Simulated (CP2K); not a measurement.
Crystal: MgO.

```
Mg O
1.0
     2.96561    0.00000    0.00000
     1.48280    2.56829    0.00000
     1.48280    0.85610    2.42141
Mg O
1 1
Direct
  0.00000 0.00000 0.00000
  0.50000 0.50000 0.50000
```

The cell is a database's computed one.

Program: CP2K 2026.2. Alike in all runs: no spin polarisation; cell as given; k mesh 11 × 11 × 11.

Order these runs on this cell by their pressure, lowest first.
A. level LDA; potentials or basis GTH_POTENTIALS Mg GTH-PADE-q10, O GTH-PADE-q6; TZVP-MOLOPT-PBE-GTH basis; smearing fermi-dirac 0.1 eV; EPS_DEFAULT 1.0E-9; NGRIDS 5; points a segment of the path (NPOINTS) 6; bands added on the path 2
B. level r2SCAN; potentials or basis POTENTIAL_UZH Mg GTH-SCAN-q10, O GTH-SCAN-q6; TZVP-MOLOPT-SCAN-GTH basis; smearing fermi-dirac 0.1 eV; EPS_DEFAULT 1.0E-9; NGRIDS 4; points a segment of the path (NPOINTS) 6; bands added on the path 4
C. level PBEsol; potentials or basis POTENTIAL_UZH Mg GTH-PBE-q10, O GTH-PBE-q6; TZVP-MOLOPT-PBE-GTH basis; smearing fermi-dirac 0.05 eV; EPS_DEFAULT 1.0E-10; NGRIDS 5

A (0.3 GPa), B (4.7 GPa), C (7.0 GPa).

Caveats: the basis of atomic orbitals isn't converged, which shifts pressures, moduli and gaps; the potentials were made for another functional, which shifts forces and pressure (some runs).
